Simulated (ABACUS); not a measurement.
## Ir under changes of volume

One of the cells (14.059 Å³/atom); the others are scaled copies at fixed shape and fractional positions:

```xyz
1
Lattice="0.0000 1.9156 1.9156 1.9156 0.0000 1.9156 1.9156 1.9156 0.0000" Properties=species:S:1:pos:R:3 pbc="T T T"
Ir    0.0000    0.0000    0.0000
```

```yaml
Program: ABACUS 3.10.1
Functional: PBE
Potentials_or_basis: PseudoDojo NC SR 0.4.1 PBE standard
Cutoff: 1361 eV
Density_cutoff: 5442 eV
Basis: DZP LCAO (the cutoffs set its grid)
k_mesh: 12 × 12 × 12
Occupations: fermi-dirac, width 0.05 eV
Spin: no spin polarisation
```

```csv
volume (Å³/atom),energy over the lowest point (meV/atom),pressure (GPa)
13.215,?,?
13.496,91.17,30.8
13.778,45.92,21.1
14.059,16.71,12.4
14.340,1.92,4.7
14.621,0.00,-2.1
14.902,9.23,-8.2
```

Q: What does the run at 13.215 Å³/atom give?

A: Energy over the lowest point 154.62 meV/atom; pressure 41.8 GPa.

Worked out: A Birch-Murnaghan fit of order 3 (a polynomial in V^(-2/3)) to the other rows has its minimum at 14.53 Å³/atom with B0 = V·E''(V) = 348 GPa and B' = 4.9. It gives 154.42 meV/atom at 13.215 Å³/atom, against the run's 154.62, and -dE/dV = 41.6 GPa, against 41.8.

Energies are extrapolated to zero smearing.

Caveats: the atomic orbitals were generated for these runs and aren't a published set; the basis of atomic orbitals isn't converged, which shifts pressures, moduli and gaps.
